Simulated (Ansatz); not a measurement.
**BaTiO3 (Barioperovskite) under changes of volume**

One of the cells (12.867 Å³/atom); the others are scaled copies at fixed shape and fractional positions:

```
Ba Ti O
1.0
     3.98550    0.00000    0.00000
     0.00000    2.83690    2.84515
     0.00000   -2.83690    2.84515
Ba Ti O
1 1 3
Direct
  0.00000 0.00000 0.00000
  0.50000 0.51240 0.51240
  0.50000 0.99184 0.50524
  0.50000 0.50524 0.99184
  0.00000 0.48740 0.48740
```

| Quantity | Value |
| --- | --- |
| Program | Ansatz 0.2.0 |
| Functional | PBEsol |
| Potentials or basis | all-electron LAPW, scalar-relativistic |
| Cutoff | 386 eV (chosen from the basis error) |
| Basis error allowed | 0.002 eV/atom |
| k mesh | 7 × 7 × 7 |
| Occupations | fermi-dirac, width 0.05 eV |
| Spin | no spin polarisation |

| volume (Å³/atom) | energy over the lowest point (meV/atom) | pressure (GPa) | gap on the mesh (eV) | largest force (eV/Å) |
| --- | --- | --- | --- | --- |
| 12.095 | 10.68 | 7.5 | 2.07 | 0.231 |
| 12.353 | 2.11 | 3.3 | 2.03 | 0.211 |
| 12.610 | 0.00 | -0.5 | 1.98 | 0.237 |
| 12.867 | 3.65 | -3.9 | 1.94 | 0.290 |
| 13.125 | 12.45 | -7.0 | 1.89 | 0.354 |
| 13.382 | 25.86 | -9.7 | 1.85 | 0.421 |
| 13.639 | ? | ? | ? | ? |

Problem. What does the run at 13.639 Å³/atom give?

Solution. Energy over the lowest point 43.37 meV/atom; pressure -12.1 GPa; gap on the mesh 1.81 eV; largest force 0.488 eV/Å.

Worked out: A Birch-Murnaghan fit of order 3 (a polynomial in V^(-2/3)) to the other rows has its minimum at 12.57 Å³/atom with B0 = V·E''(V) = 178 GPa and B' = 4.4 at fixed shape and positions, which overstates the stiffness. It gives 43.38 meV/atom at 13.639 Å³/atom, against the run's 43.37, and -dE/dV = -12.1 GPa, against -12.1. A straight line through the other rows of the gap, of slope -2.2 eV per unit of ln V, extrapolates to 1.81 eV, against the run's 1.81.

Energies are extrapolated to zero smearing.

Caveats: spin-orbit coupling is left out, which moves the levels of the heavy elements; an odd mesh through Γ misses points on the zone boundary, where band edges often lie.
